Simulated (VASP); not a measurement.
# Ti (P6_3/mmc) in VASP: notebook

Runs on Ti. Level: PBE. Tasks: single point.

Everything below comes from runs of VASP 6.6.1. Logs are shortened: lines on timing, memory, paths and dates and some standing lists are left out, and cuts for length are marked.

## Step 1: The undisturbed crystal

Symmetry: P6_3/mmc, No. 194, hexagonal system. Conventional cell: a = 2.950 Å, b = 2.950 Å, c = 4.680 Å, α = 90.00°, β = 90.00°, γ = 120.00°. Around Ti (site symmetry -6m2) lie 12 Ti at 2.89 to 2.95 Å.

## Step 2: Single point, PBE (grid = ENCUT=400 dk=0.9 cell=2x2x1 ISMEAR=1 SIGMA=0.1 LREAL=Auto EDIFF=1e-06)

File INCAR:

```
SYSTEM = Ti
PREC = Accurate
ENCUT = 400
EDIFF = 1E-6
ISMEAR = 1
SIGMA = 0.1
LREAL = Auto
LASPH = .True.
NELM = 120
ALGO = Fast
ISIF = 2
LWAVE = .False.
LCHARG = .False.
GGA = PE
NBANDS = 56
```

File KPOINTS:

```
regular mesh
0
Gamma
  2 2 2
  0 0 0
```

File POSCAR:

```
Ti
1.0
    5.9000000000      0.0000000000      0.0000000000
   -2.9500000000      5.1095498824      0.0000000000
    0.0000000000      0.0000000000      4.6800000000
Ti
8
Direct
    0.3333333334      0.1666666666      0.7500000000
    0.3333333334      0.6666666666      0.7500000000
    0.8333333333      0.1666666666      0.7500000000
    0.8333333333      0.6666666666      0.7500000000
    0.1666666666      0.3333333334      0.2500000000
    0.1666666666      0.8333333333      0.2500000000
    0.6666666666      0.3333333334      0.2500000000
    0.6666666666      0.8333333333      0.2500000000
```

Potentials or basis: VASP PAW PBE potentials, release 64 (Ti_sv).

Run with:

```
$ cat potpaw_PBE.64/Ti_sv/POTCAR > POTCAR
$ mpirun -np 1 vasp_std > vasp.out
```

OUTCAR:

```text
SYSTEM = Ti
   PREC = Accurate
   ENCUT = 400
   EDIFF = 1E-6
   ISMEAR = 1
   LREAL = Auto
   LASPH = .True.
   NELM = 120
   ISIF = 2
   GGA = PE

 Found      4 irreducible k-points:

 Following reciprocal coordinates:
            Coordinates               Weight
  0.000000  0.000000  0.000000      1.000000
  0.500000  0.000000  0.000000      3.000000
  0.000000  0.000000  0.500000      1.000000
  0.500000  0.000000  0.500000      3.000000
   k-points           NKPTS =      4   k-points in BZ     NKDIM =      4   number of bands    NBANDS=     56
   number of dos      NEDOS =    301   number of ions     NIONS =      8
   total plane-waves  NPLWV =  51200
   dimension x,y,z NGX =    40 NGY =   40 NGZ =   32
   dimension x,y,z NGXF=    80 NGYF=   80 NGZF=   64
   ions per type =               8
   NGX,Y,Z   is equivalent  to a cutoff of  11.27, 11.27, 11.37 a.u.
   NGXF,Y,Z  is equivalent  to a cutoff of  22.54, 22.54, 22.73 a.u.
 SYSTEM =  Ti
   PREC   = accura    normal or accurate (medium, high low for compatibility)
   ISTART =      0    job   : 0-new  1-cont  2-samecut
   ICHARG =      2    charge: 1-file 2-atom 10-const
   ISPIN  =      1    spin polarized calculation?
   LNONCOLLINEAR =      F non collinear calculations
   LSORBIT =      F    spin-orbit coupling
   LASPH  =      T    aspherical Exc in radial PAW
   ENCUT  =  400.0 eV  29.40 Ry    5.42 a.u.   9.62  9.62  7.63*2*pi/ulx,y,z
   NELM   =    120;   NELMIN=  2; NELMDL= -5     # of ELM steps
   EDIFF  = 0.1E-05   stopping-criterion for ELM
   LREAL  =      T    real-space projection
   EDIFFG = 0.1E-04   stopping-criterion for IOM
   NSW    =      0    number of steps for IOM
   IBRION =     -1    ionic relax: 0-MD 1-quasi-New 2-CG
   NFREE  =      0    steps in history (QN), initial steepest desc. (CG)
   ISIF   =      2    stress and relaxation
   ISYM   =      2    0-nonsym 1-usesym 2-fastsym
   POTIM  = 0.5000    time-step for ionic-motion
   TEBEG  =    0.0;   TEEND  =   0.0 temperature during run
   PSTRESS=    0.0 pullay stress
   NELECT =      96.0000    total number of electrons
   NUPDOWN=      -1.0000    fix difference up-down
   EMIN   =  10.00;   EMAX   =-10.00  energy-range for DOS
   EFERMI =   0.00;   METHOD = LEGACY
   ISMEAR =     1;   SIGMA  =   0.10  broadening in eV -4-tet -1-fermi 0-gaus
   EFERMI_NEDOS =   21; number of points for ismear=-14 and -15
   IALGO  =     68    algorithm
   IMIX   =      4    mixing-type and parameters
     AMIX     =   0.40;   BMIX     =  1.00
     AMIX_MAG =   1.60;   BMIX_MAG =  1.00
  volume/ion in A,a.u.               =      17.64       119.01
  Fermi-wavevector in a.u.,A,eV,Ry     =   1.439920  2.721055 28.209912  2.073370
  Thomas-Fermi vector in A             =   2.558722
   LORBIT       =      0    0 simple, 1 ext, 2 COOP (PROOUT), +10 PAW based schemes
   GGA     = PE    functional components
   LHFCALC =     F    Hartree Fock is set to
   AEXX    =    0.0000 exact exchange contribution
   IVDW    =     0    specifies the selected vdW correction
   LEPSILON=     F    determine dielectric tensor
   LRPA    =     F    only Hartree local field effects (RPA)
 non-spin polarized calculation
 RMM-DIIS sequential band-by-band and
 Methfessel and Paxton  Order N= 1 SIGMA  =   0.10
  energy-cutoff  :      400.00
  volume of cell :      141.08
 maximum number of plane-waves:      2595
 NGX is ok and might be reduce to    40
   NGX = 19   NGY = 19   NGZ = 15

 number of electron      96.0000025 magnetization

 Free energy of the ion-electron system (eV)
  ---------------------------------------------------
  ext. energy  EPLUGINS =         0.00000000
  ---------------------------------------------------
  free energy    TOTEN  =       -62.37876026 eV

  energy without entropy =      -62.34240329  energy(sigma->0) =      -62.36664127

 E-fermi :   8.0431     XC(G=0): -11.4240

 val. band max:        7.7855723540   @ k =   0.5000   0.0000   0.0000
 cond. band min:       8.0632094354   @ k =   0.5000   0.0000   0.5000
 fundamental gap:      0.2776370814
 Fermi energy:         8.0431346870

 k-point     1 :       0.0000    0.0000    0.0000
  band No.  band energies     occupation
      1     -48.6800      2.00000
      2     -48.5694      2.00000
      3     -48.5694      2.00000
      4     -48.5694      2.00000
      5     -48.5502      2.00000
      6     -48.5271      2.00000
      7     -48.5271      2.00000
      8     -48.5271      2.00000
      9     -25.2776      2.00000
     10     -25.0892      2.00000
     11     -25.0891      2.00000
     12     -25.0891      2.00000
     13     -24.9869      2.00000
     14     -24.9869      2.00000
     15     -24.9869      2.00000
     16     -24.9729      2.00000
     17     -24.9729      2.00000
     18     -24.9729      2.00000
     19     -24.7740      2.00000
     20     -24.7740      2.00000
     21     -24.7739      2.00000
     22     -24.7709      2.00000
     23     -24.7709      2.00000
     24     -24.7709      2.00000
     25     -24.6380      2.00000
     26     -24.6380      2.00000
     27     -24.6114      2.00000
     28     -24.6114      2.00000
     29     -24.6114      2.00000
     30     -24.6053      2.00000
     31     -24.5425      2.00000
     32     -24.5425      2.00000
     33       2.0323      2.00000
     34       5.5427      2.00000
     35       5.8698      2.00000
     36       5.8698      2.00000
     37       5.8698      2.00000
     38       6.0841      2.00000
     39       6.0841      2.00000
     40       6.0841      2.00000
     41       6.3734      2.00000
     42       6.3734      2.00000
     43       6.3734      2.00000
     44       7.5442      2.00000
     45       7.5442      2.00000
     46       7.5442      2.00000
     47       8.6684     -0.00000
     48       8.6685     -0.00000
     49       8.6690     -0.00000
     50       8.7903     -0.00000
     51       8.7903     -0.00000
     52       8.7910     -0.00000
     53       8.8861     -0.00000
     54       8.9730     -0.00000
     55       8.9844     -0.00000
     56       9.0671     -0.00000

 k-point     2 :       0.5000    0.0000    0.0000
  band No.  band energies     occupation
      1     -48.6295      2.00000
      2     -48.6295      2.00000
      3     -48.5693      2.00000
      4     -48.5693      2.00000
      5     -48.5337      2.00000
      6     -48.5337      2.00000
      7     -48.5266      2.00000
      8     -48.5266      2.00000
      9     -25.1597      2.00000
     10     -25.1597      2.00000
     11     -24.9931      2.00000
     12     -24.9931      2.00000
     13     -24.9894      2.00000
     14     -24.9894      2.00000
     15     -24.9414      2.00000
     16     -24.9414      2.00000
     17     -24.8618      2.00000
     18     -24.8618      2.00000
     19     -24.8088      2.00000
     20     -24.8088      2.00000
     21     -24.7683      2.00000
     22     -24.7683      2.00000
     23     -24.7653      2.00000
     24     -24.7653      2.00000
     25     -24.7098      2.00000
     26     -24.7098      2.00000
     27     -24.7085      2.00000
     28     -24.7085      2.00000
     29     -24.6608      2.00000
     30     -24.6608      2.00000
     31     -24.5749      2.00000
     32     -24.5749      2.00000
     33       3.6115      2.00000
     34       3.6115      2.00000
     35       5.8832      2.00000
     36       5.8832      2.00000
     37       6.4713      2.00000
     38       6.4713      2.00000
     39       6.6001      2.00000
     40       6.6001      2.00000
     41       6.9196      2.00000
     42       6.9196      2.00000
     43       6.9939      2.00000
     44       6.9939      2.00000
     45       7.2606      2.00000
     46       7.2606      2.00000
     47       7.7856      2.00164
     48       7.7856      2.00164
     49       8.3480     -0.00014
     50       8.3481     -0.00014
     51       8.8451     -0.00000
     52       8.8478     -0.00000
     53       8.9040     -0.00000
     54       8.9138     -0.00000
     55       9.1919     -0.00000
     56       9.2239     -0.00000

 k-point     3 :       0.0000    0.0000    0.5000
  band No.  band energies     occupation
      1     -48.6160      2.00000
      2     -48.6160      2.00000
      3     -48.5477      2.00000
      4     -48.5477      2.00000
      5     -48.5477      2.00000
      6     -48.5477      2.00000
      7     -48.5477      2.00000
      8     -48.5477      2.00000
      9     -25.1591      2.00000
     10     -25.1591      2.00000
     11     -25.1591      2.00000
     12     -25.1591      2.00000
     13     -25.1591      2.00000
     14     -25.1591      2.00000
     15     -24.9480      2.00000
     16     -24.9480      2.00000
     17     -24.7480      2.00000
     18     -24.7480      2.00000
     19     -24.7480      2.00000
     20     -24.7480      2.00000
     21     -24.7480      2.00000
     22     -24.7480      2.00000
     23     -24.6932      2.00000
     24     -24.6932      2.00000
     25     -24.6932      2.00000
     26     -24.6932      2.00000
     27     -24.6932      2.00000
     28     -24.6932      2.00000
     29     -24.5904      2.00000
     30     -24.5904      2.00000
     31     -24.5904      2.00000
     32     -24.5904      2.00000
     33       3.8648      2.00000
     34       3.8648      2.00000
     35       5.6888      2.00000
     36       5.6888      2.00000
     37       5.6888      2.00000
     38       5.6888      2.00000
     39       5.6888      2.00000
     40       5.6888      2.00000
     41       7.3904      2.00000
     42       7.3904      2.00000
     43       7.3904      2.00000
     44       7.3904      2.00000
     45       7.3904      2.00000
     46       7.3904      2.00000
     47       8.2549     -0.01072
     48       8.2550     -0.01071
     49       8.8758     -0.00000
     50       8.8758     -0.00000
     51       9.3516     -0.00000
     52       9.4323     -0.00000
     53       9.4675     -0.00000
     54       9.4675     -0.00000
     55       9.4675     -0.00000
     56       9.4675     -0.00000

 k-point     4 :       0.5000    0.0000    0.5000
  band No.  band energies     occupation
      1     -48.5822      2.00000
      2     -48.5822      2.00000
      3     -48.5822      2.00000
      4     -48.5822      2.00000
      5     -48.5478      2.00000
      6     -48.5478      2.00000
      7     -48.5478      2.00000
      8     -48.5478      2.00000
      9     -25.0936      2.00000
     10     -25.0936      2.00000
     11     -25.0936      2.00000
     12     -25.0936      2.00000
     13     -25.0106      2.00000
     14     -25.0106      2.00000
     15     -25.0106      2.00000
     16     -25.0106      2.00000
     17     -24.8266      2.00000
     18     -24.8266      2.00000
     19     -24.8266      2.00000
     20     -24.8266      2.00000
     21     -24.7149      2.00000
     22     -24.7149      2.00000
     23     -24.7149      2.00000
     24     -24.7149      2.00000
     25     -24.6832      2.00000
     26     -24.6832      2.00000
     27     -24.6832      2.00000
     28     -24.6832      2.00000
     29     -24.6420      2.00000
     30     -24.6420      2.00000
     31     -24.6420      2.00000
     32     -24.6420      2.00000
     33       5.0435      2.00000
     34       5.0435      2.00000
     35       5.0435      2.00000
     36       5.0435      2.00000
     37       6.2345      2.00000
     38       6.2345      2.00000
     39       6.2345      2.00000
     40       6.2345      2.00000
     41       7.6293      2.00000
     42       7.6293      2.00000
     43       7.6293      2.00000
     44       7.6293      2.00000
     45       7.6746      2.00000
     46       7.6746      2.00000
     47       7.6746      2.00000
     48       7.6746      2.00000
     49       8.0632      0.66770
     50       8.0632      0.66770
     51       8.0632      0.66770
     52       8.0632      0.66770
     53       8.5974     -0.00000
     54       8.5974     -0.00000
     55       8.5974     -0.00000
     56       8.5974     -0.00000

------------------------ aborting loop because EDIFF is reached ----------------------------------------

  FORCE on cell =-STRESS in cart. coord.  units (eV):
  Direction    XX          YY          ZZ          XY          YZ          ZX
  --------------------------------------------------------------------------------------
  -------------------------------------------------------------------------------------
  Total       -1.7056419     -1.7056419     -3.0389963      0.0000000      0.0000000      0.0000000
  in kB      -19.3694789    -19.3694789    -34.5112143      0.0000000      0.0000000      0.0000000
  external PRESSURE =     -24.4167240 kB  Pullay stress =       0.0000000 kB

 VOLUME and BASIS-vectors are now :
 -----------------------------------------------------------------------------
  energy-cutoff  :      400.00
  volume of cell :      141.08
      direct lattice vectors                 reciprocal lattice vectors
     5.900000000  0.000000000  0.000000000     0.169491525  0.097855978  0.000000000
    -2.950000000  5.109549882  0.000000000     0.000000000  0.195711956  0.000000000
     0.000000000  0.000000000  4.680000000     0.000000000  0.000000000  0.213675214

 POSITION                                       TOTAL-FORCE (eV/Angst)
 -----------------------------------------------------------------------------------
      1.47500      0.85159      3.51000        -0.000000      0.000000     -0.000000
      0.00000      3.40637      3.51000         0.000000      0.000000      0.000000
      4.42500      0.85159      3.51000         0.000000      0.000000      0.000000
      2.95000      3.40637      3.51000         0.000000      0.000000     -0.000000
     -0.00000      1.70318      1.17000        -0.000000     -0.000000     -0.000000
     -1.47500      4.25796      1.17000         0.000000      0.000000      0.000000
      2.95000      1.70318      1.17000        -0.000000     -0.000000      0.000000
      1.47500      4.25796      1.17000         0.000000      0.000000     -0.000000
 -----------------------------------------------------------------------------------
    total drift:                                0.000000      0.000002     -0.000000

  FREE ENERGIE OF THE ION-ELECTRON SYSTEM (eV)
  ---------------------------------------------------
  free  energy   TOTEN  =       -62.3787602601 eV

  energy  without entropy=      -62.3424032896  energy(sigma->0) =      -62.36664127
```

It took 1.7 min on 1 thread of AMD EPYC 9R45 (Zen 5), shared host; peak memory 0.18 GiB.

The run converged, but some of its settings lie outside the range that counts as converged, so its numbers aren't taken as properties of the crystal.

What came out:

```
Free energy            : -62.3788 eV
Pressure               : -2.4 GPa
Band gap on the k mesh : none (metal or under the smearing width)
```

Caveat: the k mesh is coarse (spacing up to 0.67 Å⁻¹), so the values aren't converged.

## Step 3: Single point, PBE (grid = ENCUT=400 dk=0.6 cell=2x2x1 ISMEAR=1 SIGMA=0.1 LREAL=Auto EDIFF=1e-06)

INCAR is that of step 2.

File KPOINTS:

```
regular mesh
0
Gamma
  3 3 3
  0 0 0
```

POSCAR is that of step 2.

Potentials or basis: VASP PAW PBE potentials, release 64 (Ti_sv).

Run with:

```
$ cat potpaw_PBE.64/Ti_sv/POTCAR > POTCAR
$ mpirun -np 1 vasp_std > vasp.out
```

It took 3.6 min on 1 thread of AMD EPYC 9R45 (Zen 5), shared host; peak memory 0.19 GiB.

The run converged, but some of its settings lie outside the range that counts as converged, so its numbers aren't taken as properties of the crystal.

Results:

| Property | Result |
| --- | --- |
| Free energy | -62.4845 eV |
| Pressure | -2.0 GPa |
| Band gap on the k mesh | none (metal or under the smearing width) |

Caveat: the k mesh is coarse (spacing up to 0.45 Å⁻¹), so the values aren't converged.

(Continued in part 2 of 2.)
